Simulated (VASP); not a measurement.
# Na (I4/mmm) in VASP: single point with PBE

Aim: the single point of Na with PBE.

Program: VASP 6.6.1. These are calculated values, not measurements. Logs are shortened: lines on timing, memory, paths and dates and some standing lists are left out, and cuts for length are marked.

## 1. The cell of the first run

It takes space group I4/mmm (No. 139, tetragonal). Conventional cell: a = 4.275 Å, b = 4.275 Å, c = 4.021 Å, α = 90.00°, β = 90.00°, γ = 90.00°. Na (site symmetry 4/mmm) has 10 Na at 3.63 to 4.02 Å as nearest neighbours.

## 2. Single point, PBE (strained and moved within a subgroup)

File INCAR:

```
SYSTEM = Na
ALGO = Fast ; EDIFF = 1E-7
ENCUT = 520 ; GGA = PE
ISIF = 2 ; ISMEAR = 0
LASPH = .TRUE. ; LCHARG = .FALSE.
LREAL = .FALSE. ; LWAVE = .FALSE.
NBANDS = 10 ; NELM = 100
PREC = Accurate ; SIGMA = 0.1
```

File KPOINTS:

```
k-points
0
G
  12 12 12
  0 0 0
```

File POSCAR:

```
Na
1.0
   -2.1375950750      2.1375950750      2.0105450750
    2.1375950750     -2.1375950750      2.0105450750
    2.1375950750      2.1375950750     -2.0105450750
Na
1
Direct
    0.0000000000      0.0000000000      0.0000000000
```

Potentials or basis: VASP PAW PBE potentials, release 64 (Na_pv).

On the command line:

```
> cat potpaw_PBE.64/Na_pv/POTCAR > POTCAR
> mpirun -np 1 vasp_std > vasp.out
```

OUTCAR:

```text
SYSTEM = Na
   EDIFF = 1E-7
   ENCUT = 520
   GGA = PE
   ISIF = 2
   ISMEAR = 0
   LASPH = .TRUE.
   LREAL = .FALSE.
   NELM = 100
   PREC = Accurate

 ion  position               nearest neighbor table
   1  0.000  0.000  0.000-

  LATTYP: Found a body centered tetragonal cell.
 ALAT       =     4.2751901500
 C/A-ratio  =     0.9405640472

  Lattice vectors:

 A1 = (  -2.1375950750,   2.1375950750,   2.0105450750)
 A2 = (   2.1375950750,  -2.1375950750,   2.0105450750)
 A3 = (   2.1375950750,   2.1375950750,  -2.0105450750)

Analysis of symmetry for initial positions (statically):
=====================================================================
 Subroutine PRICEL returns:
 Original cell was already a primitive cell.

 Routine SETGRP: Setting up the symmetry group for a
 body centered tetragonal supercell.

 Subroutine GETGRP returns: Found 16 space group operations
 (whereof 16 operations were pure point group operations)
 out of a pool of 16 trial point group operations.

The static configuration has the point symmetry D_4h.

Analysis of symmetry for dynamics (positions and initial velocities):
=====================================================================
 Subroutine PRICEL returns:
 Original cell was already a primitive cell.

 Routine SETGRP: Setting up the symmetry group for a
 body centered tetragonal supercell.

 Subroutine GETGRP returns: Found 16 space group operations
 (whereof 16 operations were pure point group operations)
 out of a pool of 16 trial point group operations.

The dynamic configuration has the point symmetry D_4h.

 Subroutine INISYM returns: Found 16 space group operations
 (whereof 16 operations are pure point group operations),
 and found     1 'primitive' translations

----------------------------------------------------------------------------------------

                                     Primitive cell

  volume of cell :      36.7472

  direct lattice vectors                    reciprocal lattice vectors
    -2.137595075  2.137595075  2.010545075     0.000000000  0.233907725  0.248688779
     2.137595075 -2.137595075  2.010545075     0.233907725  0.000000000  0.248688779
     2.137595075  2.137595075 -2.010545075     0.233907725  0.233907725  0.000000000

  length of vectors
     3.630553251  3.630553251  3.630553251     0.341407282  0.341407282  0.330795476

  position of ions in fractional coordinates (direct lattice)
     0.000000000  0.000000000  0.000000000

  ion indices of the primitive-cell ions
   primitive index   ion index
                 1           1

----------------------------------------------------------------------------------------

 KPOINTS: k-points

Automatic generation of k-mesh.
 Grid dimensions read from file:
 generate k-points for:   12   12   12

 Generating k-lattice:

  Cartesian coordinates                     Fractional coordinates (reciprocal lattice)
     0.000000000  0.019492310  0.020724065     0.083333333 -0.000000000  0.000000000
     0.019492310  0.000000000  0.020724065    -0.000000000  0.083333333  0.000000000
     0.019492310  0.019492310  0.000000000     0.000000000  0.000000000  0.083333333

  Length of vectors
     0.028450607  0.028450607  0.027566290

  Shift w.r.t. Gamma in fractional coordinates (k-lattice)
     0.000000000  0.000000000  0.000000000

 Subroutine IBZKPT returns following result:
 ===========================================

 Found    163 irreducible k-points:

 Following reciprocal coordinates:
            Coordinates               Weight
  0.000000  0.000000  0.000000      1.000000
  0.083333 -0.000000  0.000000      8.000000
  0.166667 -0.000000  0.000000      8.000000
  0.250000 -0.000000  0.000000      8.000000
  0.333333 -0.000000  0.000000      8.000000
  0.416667 -0.000000  0.000000      8.000000
[... 16 lines left out ...]
  0.500000  0.166667  0.000000     16.000000
 -0.416667  0.166667 -0.000000     16.000000
 [... further k-points ...]
   k-points           NKPTS =    163   k-points in BZ     NKDIM =    163   number of bands    NBANDS=     10
   number of dos      NEDOS =    301   number of ions     NIONS =      1
   total plane-waves  NPLWV =  21952
   dimension x,y,z NGX =    28 NGY =   28 NGZ =   28
   dimension x,y,z NGXF=    56 NGYF=   56 NGZF=   56
   ions per type =               1
   NGX,Y,Z   is equivalent  to a cutoff of  12.82, 12.82, 12.82 a.u.
   NGXF,Y,Z  is equivalent  to a cutoff of  25.64, 25.64, 25.64 a.u.
 SYSTEM =  Na
   PREC   = accura    normal or accurate (medium, high low for compatibility)
   ISTART =      0    job   : 0-new  1-cont  2-samecut
   ICHARG =      2    charge: 1-file 2-atom 10-const
   ISPIN  =      1    spin polarized calculation?
   LNONCOLLINEAR =      F non collinear calculations
   LSORBIT =      F    spin-orbit coupling
   LASPH  =      T    aspherical Exc in radial PAW
   ENCUT  =  520.0 eV  38.22 Ry    6.18 a.u.   6.75  6.75  6.75*2*pi/ulx,y,z
   NELM   =    100;   NELMIN=  2; NELMDL= -5     # of ELM steps
   EDIFF  = 0.1E-06   stopping-criterion for ELM
   LREAL  =      F    real-space projection
   EDIFFG = 0.1E-05   stopping-criterion for IOM
   NSW    =      0    number of steps for IOM
   IBRION =     -1    ionic relax: 0-MD 1-quasi-New 2-CG
   NFREE  =      0    steps in history (QN), initial steepest desc. (CG)
   ISIF   =      2    stress and relaxation
   ISYM   =      2    0-nonsym 1-usesym 2-fastsym
   POTIM  = 0.5000    time-step for ionic-motion
   TEBEG  =    0.0;   TEEND  =   0.0 temperature during run
   PSTRESS=    0.0 pullay stress
   NELECT =       7.0000    total number of electrons
   NUPDOWN=      -1.0000    fix difference up-down
   EMIN   =  10.00;   EMAX   =-10.00  energy-range for DOS
   EFERMI =   0.00;   METHOD = LEGACY
   ISMEAR =     0;   SIGMA  =   0.10  broadening in eV -4-tet -1-fermi 0-gaus
   EFERMI_NEDOS =   21; number of points for ismear=-14 and -15
   IALGO  =     68    algorithm
   IMIX   =      4    mixing-type and parameters
     AMIX     =   0.40;   BMIX     =  1.00
     AMIX_MAG =   1.60;   BMIX_MAG =  1.00
  volume/ion in A,a.u.               =      36.75       247.98
  Fermi-wavevector in a.u.,A,eV,Ry     =   0.941960  1.780047 12.072303  0.887289
  Thomas-Fermi vector in A             =   2.069523
   LORBIT       =      0    0 simple, 1 ext, 2 COOP (PROOUT), +10 PAW based schemes
   GGA     = PE    functional components
   LHFCALC =     F    Hartree Fock is set to
   AEXX    =    0.0000 exact exchange contribution
   IVDW    =     0    specifies the selected vdW correction
   LEPSILON=     F    determine dielectric tensor
   LRPA    =     F    only Hartree local field effects (RPA)
 non-spin polarized calculation
 RMM-DIIS sequential band-by-band and
 Gauss-broadening in eV      SIGMA  =   0.10
  energy-cutoff  :      520.00
  volume of cell :       36.75
 maximum number of plane-waves:      1007
   NGX = 13   NGY = 13   NGZ = 13

 number of electron       6.9999997 magnetization

 Free energy of the ion-electron system (eV)
  ---------------------------------------------------
  ext. energy  EPLUGINS =         0.00000000
  ---------------------------------------------------
  free energy    TOTEN  =        -1.31099866 eV

  energy without entropy =       -1.30838273  energy(sigma->0) =       -1.30969069

 E-fermi :   0.3260     XC(G=0):  -6.5250

 val. band max:        0.3037737142   @ k =  -0.0833  -0.4167   0.0833
 cond. band min:       0.3353751363   @ k =   0.3333   0.0833   0.0833
 fundamental gap:      0.0316014221
 Fermi energy:         0.3259573153

 k-point     1 :       0.0000    0.0000    0.0000
  band No.  band energies     occupation
      1     -24.5415      2.00000
      2     -24.5408      2.00000
      3     -24.5408      2.00000
      4      -2.9423      2.00000
      5      11.5346      0.00000
      6      12.4936      0.00000
      7      12.4936      0.00000
      8      12.6951      0.00000
      9      13.1932      0.00000
     10      13.1935      0.00000

 k-point     2 :       0.0833   -0.0000    0.0000
  band No.  band energies     occupation
      1     -24.5437      2.00000
      2     -24.5416      2.00000
      3     -24.5411      2.00000
      4      -2.8163      2.00000
      5      10.8960      0.00000
      6      10.9550      0.00000
      7      11.8288      0.00000
      8      11.9559      0.00000
      9      12.8799      0.00000
     10      13.8586      0.00000

 k-point     3 :       0.1667   -0.0000    0.0000
  band No.  band energies     occupation
      1     -24.5504      2.00000
      2     -24.5440      2.00000
      3     -24.5413      2.00000
      4      -2.4404      2.00000
      5       8.6832      0.00000
      6      10.0885      0.00000
      7      10.9451      0.00000
      8      11.0558      0.00000
      9      12.2938      0.00000
     10      14.2153      0.00000

 k-point     4 :       0.2500   -0.0000    0.0000
  band No.  band energies     occupation
      1     -24.5596      2.00000
      2     -24.5472      2.00000
      3     -24.5415      2.00000
      4      -1.8200      2.00000
      5       6.5955      0.00000
      6       9.3474      0.00000
      7      10.2319      0.00000
      8      10.3359      0.00000
      9      11.6581      0.00000
     10      14.6498      0.00000

 k-point     5 :       0.3333   -0.0000    0.0000
  band No.  band energies     occupation
      1     -24.5687      2.00000
      2     -24.5504      2.00000
      3     -24.5417      2.00000
      4      -0.9638      2.00000
      5       4.6876      0.00000
      6       8.7982      0.00000
      7       9.7250      0.00000
      8       9.8233      0.00000
      9      11.1167      0.00000
     10      15.2597      0.00000

 k-point     6 :       0.4167   -0.0000    0.0000
  band No.  band energies     occupation
      1     -24.5753      2.00000
      2     -24.5528      2.00000
      3     -24.5419      2.00000
      4       0.1139      1.99729
      5       2.9794      0.00000
      6       8.4627      0.00000
      7       9.4237      0.00000
      8       9.5182      0.00000
      9      10.7622      0.00000
     10      16.0254      0.00000
[... 183 lines left out ...]
 k-point    21 :       0.3333    0.1667    0.0000
  band No.  band energies     occupation
      1     -24.5735      2.00000
      2     -24.5550      2.00000
      3     -24.5448      2.00000
      4       0.5241      0.00508
      5       3.1967      0.00000
      6       5.8454      0.00000
      7       8.6364      0.00000
      8      11.0384      0.00000
      9      13.3061      0.00000
     10      14.2946      0.00000

 k-point    22 :       0.4167    0.1667    0.0000
  band No.  band energies     occupation
      1     -24.5746      2.00000
      2     -24.5565      2.00000
      3     -24.5447      2.00000
      4       1.5041      0.00000
      5       2.0386      0.00000
      6       5.6646      0.00000
      7       8.6149      0.00000
      8      10.8817      0.00000
      9      13.5949      0.00000
     10      14.8739      0.00000

 k-point    23 :       0.5000    0.1667    0.0000
  band No.  band energies     occupation
      1     -24.5728      2.00000
      2     -24.5554      2.00000
      3     -24.5443      2.00000
      4       0.3818      0.42936
      5       3.3808      0.00000
      6       5.7315      0.00000
      7       8.8162      0.00000
      8      10.9295      0.00000
      9      13.8299      0.00000
     10      15.0150      0.00000

 k-point    24 :      -0.4167    0.1667   -0.0000
  band No.  band energies     occupation
      1     -24.5685      2.00000
      2     -24.5521      2.00000
      3     -24.5437      2.00000
      4      -0.6749      2.00000
      5       5.0037      0.00000
      6       6.0978      0.00000
      7       9.2362      0.00000
      8      11.1782      0.00000
      9      13.8323      0.00000
     10      14.5498      0.00000

 [... further k-points ...]

------------------------ aborting loop because EDIFF is reached ----------------------------------------

  FORCE on cell =-STRESS in cart. coord.  units (eV):
  Direction    XX          YY          ZZ          XY          YZ          ZX
  --------------------------------------------------------------------------------------
  -------------------------------------------------------------------------------------
  Total        0.0144904      0.0144904     -0.0032335      0.0000000     -0.0000000     -0.0000000
  in kB        0.6317806      0.6317806     -0.1409800      0.0000000     -0.0000000     -0.0000000
  external PRESSURE =       0.3741937 kB  Pullay stress =       0.0000000 kB

 VOLUME and BASIS-vectors are now :
 -----------------------------------------------------------------------------
  energy-cutoff  :      520.00
  volume of cell :       36.75
      direct lattice vectors                 reciprocal lattice vectors
    -2.137595075  2.137595075  2.010545075     0.000000000  0.233907725  0.248688779
     2.137595075 -2.137595075  2.010545075     0.233907725  0.000000000  0.248688779
     2.137595075  2.137595075 -2.010545075     0.233907725  0.233907725  0.000000000

 POSITION                                       TOTAL-FORCE (eV/Angst)
 -----------------------------------------------------------------------------------
      0.00000      0.00000      0.00000         0.000000     -0.000000      0.000000
 -----------------------------------------------------------------------------------
    total drift:                               -0.000000     -0.000000     -0.000000

  FREE ENERGIE OF THE ION-ELECTRON SYSTEM (eV)
  ---------------------------------------------------
  free  energy   TOTEN  =        -1.3109986560 eV

  energy  without entropy=       -1.3083827269  energy(sigma->0) =       -1.30969069
```

Wall time 40 s (1 thread of Intel Xeon Platinum 8375C at 2.90GHz (Ice Lake), shared host); peak memory 0.18 GiB.

What came out:

```yaml
Free_energy: -1.3110 eV
Pressure: 0.0 GPa
Band_gap_on_the_k_mesh: none (metal or under the smearing width)
```

Levels at points of the mesh, in eV from the Fermi level:
```csv
k point,band 1,band 2,band 3,band 4,band 5,band 6,band 7,band 8,band 9
"(0.00, 0.00, 0.00)",-24.87,-24.87,-24.87,-3.27,11.21,12.17,12.17,12.37,12.87
"(0.50, 0.00, 0.00)",-24.90,-24.88,-24.87,0.87,1.36,8.02,9.00,9.09,10.31
"(0.50, 0.50, 0.00)",-24.90,-24.88,-24.87,0.64,1.07,8.83,9.81,9.90,10.71
"(0.50, 0.50, 0.50)",-24.89,-24.89,-24.89,4.31,4.61,4.61,4.76,5.69,7.88
```
